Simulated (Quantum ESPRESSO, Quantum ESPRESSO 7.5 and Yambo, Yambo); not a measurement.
**Quasiparticle gap of BeTe (F-43m) in Yambo**

Wanted: ground state, empty states, screening and self-energy for BeTe (F-43m).

Program: Quantum ESPRESSO 7.5 and Yambo 5.3.0. Level of theory: PBE and many-body steps on it, plane waves. Results are calculated unless marked as measured.

This is a report of a sequence of runs, with most program output left out.

The database entry behind the starting cell differs from later determinations by our own check (an axis about 1.5 % short against later determinations), so it need not match the best structure at ambient conditions.

## Step 1: The starting structure

The structure is cubic, space group F-43m (No. 216). Conventional cell: a = 5.540 Å, b = 5.540 Å, c = 5.540 Å, α = 90.00°, β = 90.00°, γ = 90.00°. Be has 4 Te at 2.40 Å nearest. Nearest to Te lie 4 Be at 2.40 Å. Farther neighbours and most contacts between anions are not listed.

As a file:

```cif
data_structure
_symmetry_space_group_name_H-M 'P 1'
_symmetry_Int_Tables_number 1
_cell_length_a 3.9174
_cell_length_b 3.9174
_cell_length_c 3.9174
_cell_angle_alpha 60.000
_cell_angle_beta 60.000
_cell_angle_gamma 60.000
_cell_volume 42.51
loop_
_atom_site_label
_atom_site_type_symbol
_atom_site_fract_x
_atom_site_fract_y
_atom_site_fract_z
_atom_site_occupancy
Be1 Be 0.00000 0.00000 0.00000 1
Te2 Te 0.25000 0.25000 0.25000 1
```

The cell and positions come from the Crystallography Open Database and are kept as given unless a step says otherwise. Spin-orbit coupling is left out unless a step names it.

## Step 2: Ground state

This step: Quantum ESPRESSO 7.5; DFT, PBE, plane waves, norm-conserving pseudopotentials.

The ground-state density comes first.

File pw.in:

```
&control
  calculation = 'scf'
  prefix = 'x'
  outdir = 'o'
  pseudo_dir = 'pseudo'
/
&system
  ibrav = 0
  nat = 2
  ntyp = 2
  ecutwfc = 88.0
  nbnd = 19
  force_symmorphic = .true.
/
&electrons
  conv_thr = 1e-10
  electron_maxstep = 80
  mixing_beta = 0.5
/
ATOMIC_SPECIES
  Be 9.012 Be.upf
  Te 127.6 Te.upf
CELL_PARAMETERS angstrom
  0.0000000000 2.7700000000 2.7700000000
  2.7700000000 0.0000000000 2.7700000000
  2.7700000000 2.7700000000 -0.0000000000
ATOMIC_POSITIONS crystal
  Be 0.0000000000 0.0000000000 0.0000000000
  Te 0.2500000000 0.2500000000 0.2500000000
K_POINTS automatic
  6 6 6 0 0 0
```

The run is started by

```bash
$ OMP_NUM_THREADS=1 mpirun -n 4 pw.x -nk 4 -in pw.in > pw.out
```

Run time: 6.6 s. Hardware: 4 MPI ranks of Arm Neoverse V1, shared host; peak memory 0.29 GiB.

Numbers from this step:

| Quantity | Value |
| --- | --- |
| total energy | -8013.1237 eV |
| gap | 1.863 eV |
| k of the valence top | 0, 0, 0 |
| k of the conduction bottom | 0, -0.5, -0.5 |
| least direct gap | 3.591 eV |

The gap is indirect, with the least direct gap 1.73 eV higher.

## Step 3: Bands along the symmetry lines

Levels along a band path, at the cheap level, show where the edges lie and whether the meshes to come will hold them.

File pw.in:

```
&control
  calculation = 'bands'
  prefix = 'x'
  outdir = 'o'
  pseudo_dir = 'pseudo'
/
&system
  ibrav = 0
  nat = 2
  ntyp = 2
  ecutwfc = 88.0
  nbnd = 20
  force_symmorphic = .true.
/
&electrons
  conv_thr = 1e-9
  electron_maxstep = 80
  diago_full_acc = .true.
  diago_thr_init = 5e-6
/
ATOMIC_SPECIES
  Be 9.012 Be.upf
  Te 127.6 Te.upf
CELL_PARAMETERS angstrom
  0.0000000000 2.7700000000 2.7700000000
  2.7700000000 0.0000000000 2.7700000000
  2.7700000000 2.7700000000 -0.0000000000
ATOMIC_POSITIONS crystal
  Be 0.0000000000 0.0000000000 0.0000000000
  Te 0.2500000000 0.2500000000 0.2500000000
K_POINTS crystal
  50
  0.00000000 0.00000000 0.00000000 1
  -0.06250000 -0.06250000 0.00000000 1
  -0.12500000 -0.12500000 0.00000000 1
  -0.18750000 -0.18750000 0.00000000 1
  -0.25000000 -0.25000000 0.00000000 1
  -0.31250000 -0.31250000 0.00000000 1
  -0.37500000 -0.37500000 0.00000000 1
  -0.43750000 -0.43750000 0.00000000 1
  -0.50000000 -0.50000000 0.00000000 1
  -0.48437500 -0.48437500 0.03125000 1
  -0.46875000 -0.46875000 0.06250000 1
  -0.45312500 -0.45312500 0.09375000 1
  -0.43750000 -0.43750000 0.12500000 1
  -0.42187500 -0.42187500 0.15625000 1
  -0.40625000 -0.40625000 0.18750000 1
  -0.39062500 -0.39062500 0.21875000 1
  -0.37500000 -0.37500000 0.25000000 1
  -0.37500000 0.00000000 0.37500000 1
  -0.32812500 0.00000000 0.32812500 1
  -0.28125000 0.00000000 0.28125000 1
  -0.23437500 0.00000000 0.23437500 1
  -0.18750000 0.00000000 0.18750000 1
  -0.14062500 0.00000000 0.14062500 1
  -0.09375000 0.00000000 0.09375000 1
  -0.04687500 0.00000000 0.04687500 1
  0.00000000 0.00000000 0.00000000 1
  0.00000000 0.00000000 0.06250000 1
  0.00000000 0.00000000 0.12500000 1
  0.00000000 0.00000000 0.18750000 1
  0.00000000 0.00000000 0.25000000 1
  0.00000000 0.00000000 0.31250000 1
  0.00000000 0.00000000 0.37500000 1
  0.00000000 0.00000000 0.43750000 1
  -0.00000000 -0.00000000 0.50000000 1
  -0.06250000 -0.03125000 0.46875000 1
  -0.12500000 -0.06250000 0.43750000 1
  -0.18750000 -0.09375000 0.40625000 1
  -0.25000000 -0.12500000 0.37500000 1
  -0.31250000 -0.15625000 0.34375000 1
  -0.37500000 -0.18750000 0.31250000 1
  -0.43750000 -0.21875000 0.28125000 1
  -0.50000000 -0.25000000 0.25000000 1
  -0.50000000 -0.28125000 0.21875000 1
  -0.50000000 -0.31250000 0.18750000 1
  -0.50000000 -0.34375000 0.15625000 1
  -0.50000000 -0.37500000 0.12500000 1
  -0.50000000 -0.40625000 0.09375000 1
  -0.50000000 -0.43750000 0.06250000 1
  -0.50000000 -0.46875000 0.03125000 1
  -0.50000000 -0.50000000 0.00000000 1
```

Elapsed: 5.4 s, on 4 MPI ranks; peak memory 0.23 GiB.

Numbers from this step:

```
gap                        : 1.863 eV
k of the valence top       : 0, 0, 0
k of the conduction bottom : -0.5, -0.5, 0
least direct gap           : 3.591 eV
```

The gap is 1.863 eV, as in the run before at this level.

The electronic bands at the labelled points (eV, zero at the top of the highest filled band):

| point | band 11 | band 12 | band 13 | band 14 | band 15 | band 16 | band 17 | band 18 |
| --- | --- | --- | --- | --- | --- | --- | --- | --- |
| Γ | -12.63 | 0.00 | 0.00 | 0.00 | 3.59 | 3.59 | 3.59 | 4.20 |
| halfway | -11.83 | -2.99 | -1.81 | -1.81 | 2.54 | 4.44 | 6.61 | 6.61 |
| X | -10.63 | -5.37 | -2.83 | -2.83 | 1.86 | 2.62 | 10.08 | 10.08 |
| halfway | -10.62 | -5.26 | -3.36 | -2.72 | 2.22 | 3.32 | 9.41 | 9.52 |
| U | -10.65 | -4.99 | -4.15 | -2.39 | 2.64 | 5.33 | 8.10 | 8.48 |
| jump to K | -10.65 | -4.99 | -4.15 | -2.39 | 2.64 | 5.33 | 8.10 | 8.48 |
| halfway | -11.76 | -3.69 | -2.43 | -0.72 | 4.16 | 4.70 | 5.33 | 6.45 |
| Γ | -12.63 | 0.00 | 0.00 | 0.00 | 3.59 | 3.59 | 3.59 | 4.20 |
| halfway | -12.04 | -3.49 | -0.73 | -0.73 | 3.45 | 4.52 | 4.52 | 7.30 |
| L | -11.17 | -5.85 | -1.21 | -1.21 | 3.23 | 4.60 | 4.60 | 7.81 |
| halfway | -10.90 | -5.40 | -3.07 | -2.05 | 4.21 | 4.47 | 6.86 | 7.96 |
| W | -10.59 | -4.79 | -3.96 | -3.44 | 5.33 | 5.55 | 5.68 | 6.42 |
| halfway | -10.61 | -5.16 | -3.34 | -3.16 | 2.97 | 3.63 | 8.52 | 8.70 |
| X | -10.63 | -5.37 | -2.83 | -2.83 | 1.86 | 2.62 | 10.08 | 10.08 |

## Step 4: Empty states on the mesh, 4×4×4 mesh, 191 bands

The sums over transitions need many empty states on a uniform mesh; this step solves for them.

File pw.in:

```
&control
  calculation = 'nscf'
  prefix = 'x'
  outdir = 'o'
  pseudo_dir = 'pseudo'
/
&system
  ibrav = 0
  nat = 2
  ntyp = 2
  ecutwfc = 88.0
  nbnd = 191
  force_symmorphic = .true.
/
&electrons
  conv_thr = 1e-9
  electron_maxstep = 80
  diago_full_acc = .true.
  diago_thr_init = 5e-6
/
ATOMIC_SPECIES
  Be 9.012 Be.upf
  Te 127.6 Te.upf
CELL_PARAMETERS angstrom
  0.0000000000 2.7700000000 2.7700000000
  2.7700000000 0.0000000000 2.7700000000
  2.7700000000 2.7700000000 -0.0000000000
ATOMIC_POSITIONS crystal
  Be 0.0000000000 0.0000000000 0.0000000000
  Te 0.2500000000 0.2500000000 0.2500000000
K_POINTS automatic
  4 4 4 0 0 0
```

Wall time 18 s (4 MPI ranks); peak memory 0.46 GiB; 71 s of CPU time.

This step gave:

```yaml
gap: 1.863 eV
k_of_the_valence_top: 0, 0, 0
k_of_the_conduction_bottom: 0, -0.5, -0.5
least_direct_gap: 3.591 eV
k_points_computed: 8
lowest_point_of_the_top_converged_band_above_the_valence_top: 136.7631 eV
```

On this mesh the gap is 1.863 eV.

## Step 5: Conversion and set-up

This step: Yambo 5.3.0; conversion and set-up on PBE, plane waves, norm-conserving pseudopotentials.

The states are converted to the many-body program's format and the q mesh is built.

The run is started by

```bash
$ (cd o/x.save; p2y > p2y.log; mv SAVE ../..); yambo > setup.log
```

Elapsed: 2.6 s, on 1 MPI rank; peak memory 0.25 GiB.

## Step 6: Screening and self-energy, 4×4×4 mesh, 191 bands, screening to 210.9 eV

G0W0 replaces the xc potential by the self-energy, built once from these orbitals. Only a window of levels is corrected, while the sums run over the empty bands that the input names.

This step: G0W0 on PBE, plane waves, norm-conserving pseudopotentials.

File gw1.in:

```
HF_and_locXC
gw0
dyson
ppa
em1d
rim_cut
RandQpts= 1000000
RandGvec= 1 RL
EXXRLvcs= 88 Ry
VXCRLvcs= 352 Ry
Chimod= "HARTREE"
% BndsRnXp
 1 | 191 |
%
NGsBlkXp= 15.5 Ry
% LongDrXp
 1 | 1 | 1 |
%
% GbndRnge
 1 | 191 |
%
DysSolver= "n"
ExtendOut
PPAPntXp= 27.21138 eV
% QPkrange
 1 | 8 | 12 | 18 |
%
```

The run is started by

```bash
$ OMP_NUM_THREADS=1 mpirun -n 4 yambo -F gw1.in -J gw1 -C gw1 > gw1.log
```

The job ended after 14 min (4 MPI ranks; peak memory 1.7 GiB).

Numbers from this step:

* G0W0 gap on the mesh: 2.702 eV
* starting gap on the mesh: 1.863 eV
* k of the valence top: 0, 0, 0
* k of the conduction bottom: 0, -0.5, -0.5
* least direct G0W0 gap on the computed points: 4.670 eV
* Z at the valence top: 0.8078
* Z at the conduction bottom: 0.8198

The gap on the mesh goes from 1.86 eV to 2.70 eV, a correction of +0.84 eV.

Limits: finite bands, cutoff and mesh; no spin-orbit coupling; coarse k mesh. v1 is the top filled band, c1 the lowest empty one. Levels before and after the correction, in eV, zero at the valence-band top of each column:

|  | conduction bottom | valence top |
| --- | --- | --- |
| Kohn-Sham | 1.86 | 0.00 |
| G0W0 | 2.70 | 0.00 |

|  | level | energy (eV) |
| --- | --- | --- |
| Kohn-Sham | Γ v3-v1 | 0.000 |
| Kohn-Sham | Γ c1-c3 | 3.591 |
| Kohn-Sham | Γ c4 | 4.199 |
| Kohn-Sham | (0 -0.5 -0.5) v3 | -5.373 |
| Kohn-Sham | (0 -0.5 -0.5) v2-v1 | -2.828 |
| Kohn-Sham | (0 -0.5 -0.5) c1 | 1.863 |
| Kohn-Sham | (0 -0.5 -0.5) c2 | 2.620 |
| Kohn-Sham | (0 -0.5 -0.5) c3-c4 | 10.080 |
| G0W0 | Γ v3-v1 | 0.000 |
| G0W0 | Γ c1-c3 | 4.670 |
| G0W0 | Γ c4 | 5.367 |
| G0W0 | (0 -0.5 -0.5) v3 | -5.696 |
| G0W0 | (0 -0.5 -0.5) v2-v1 | -2.992 |
| G0W0 | (0 -0.5 -0.5) c1 | 2.702 |
| G0W0 | (0 -0.5 -0.5) c2 | 3.543 |
| G0W0 | (0 -0.5 -0.5) c3-c4 | 11.363 |

## Step 7: Where the time went

Times are wall times on the hardware named with each run, good to a factor of about two.

| step | time | share | memory (GiB) |
| --- | --- | --- | --- |
| ground state | 6.6 s | 1 % | 0.29 |
| bands along the symmetry lines | 5.4 s | 1 % | 0.23 |
| empty states on the mesh | 18 s | 2 % | 0.46 |
| conversion and set-up | 2.6 s | 0 % | 0.25 |
| screening and self-energy | 14 min | 96 % | 1.7 |

## Step 8: Summary of results

| Quantity | Value |
| --- | --- |
| PBE gap | 1.86 eV, indirect |
| G0W0 gap on the mesh | 2.70 eV |
| GW settings | 4×4×4 mesh, 191 bands, screening to 210.9 eV, Godby-Needs plasmon pole |
| known limits | not at the basis limit; no spin-orbit coupling; coarse k mesh |

What this shows: G0W0 moves the gap on the mesh from 1.86 eV to 2.70 eV (+0.84 eV), with Z of 0.81 and 0.82 at the edges. The dearest step here is «screening and self-energy». Bands and cutoff are finite, so the gap is not at the basis limit. The miss can reach some tenths of an eV and take either sign; the mesh is an error of its own. The 4×4×4 mesh is coarse for this cell, which bears on the long-range parts of exchange and screening. The many-body steps are scalar-relativistic: spin-orbit coupling is not in them.

[Paths, hosts, dates, memory and timing lines, banners, echoed tables and standing remarks are left out of the program output.]

[Logs are printed without paths, hosts, clocks, repeated set-up lines and the standing remarks that a program may print on its own settings, such as how far it seeks lower states.]

[Runs of the session that timed out or met a known fault of the program may be left out.]

[Hosts, paths, dates, database ids (printed as entryN), source tags and the programs' standing remarks are cut or masked in the printed files.]
